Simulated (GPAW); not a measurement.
Pm:

```
Pm
1.0
     0.00000    2.58417    2.58417
     2.58417    0.00000    2.58417
     2.58417    2.58417    0.00000
Pm
1
Direct
  0.00000 0.00000 0.00000
```

This isn't the form of Pm at room conditions, which is double hcp.

| Quantity | Value |
| --- | --- |
| Program | GPAW 26.7.0 |
| Task | relaxation of cell and atoms |
| Functional | PBE |
| Potentials or basis | GPAW PAW data sets (gpaw-data 1.2.1) |
| Cutoff | 800 eV |
| Basis | pw |
| k mesh | 7 × 7 × 7 |
| Occupations | fermi-dirac, width 0.05 eV |
| Spin | collinear spin, ferromagnetic start |
| Starting moments | [4.0] μB |

At the start: pressure 1.1 GPa; volume 34.51 Å³/atom.

Where does the relaxation end?

Over 3 steps the energy falls by 4.2 meV/atom and the volume is 36.55 Å³/atom (+5.9 %); space group Fm-3m (No. 225, to 0.05 Å); moment 5.50 μB per cell.

The path:
```tsv
step	energy change (eV)	largest force (eV/Å)	pressure (GPa)	volume (Å³)
1	0.0000	0.0000	1.05	34.51
2	-0.0015	0.0000	0.86	34.85
3	-0.0042	0.0000	0.02	36.55
```

Final structure:
```
CELL_PARAMETERS angstrom
0.00000 2.63408 2.63408
2.63408 0.00000 2.63408
2.63408 2.63408 0.00000
ATOMIC_POSITIONS crystal
Pm 0.00000 0.00000 0.00000
```

Caveat: one-centre terms of the f shell are cut off; the magnetic or orbital state may not be the lowest; each step starts from the last one's moments, so a moment once lost doesn't come back; later steps reuse the first step's grids.
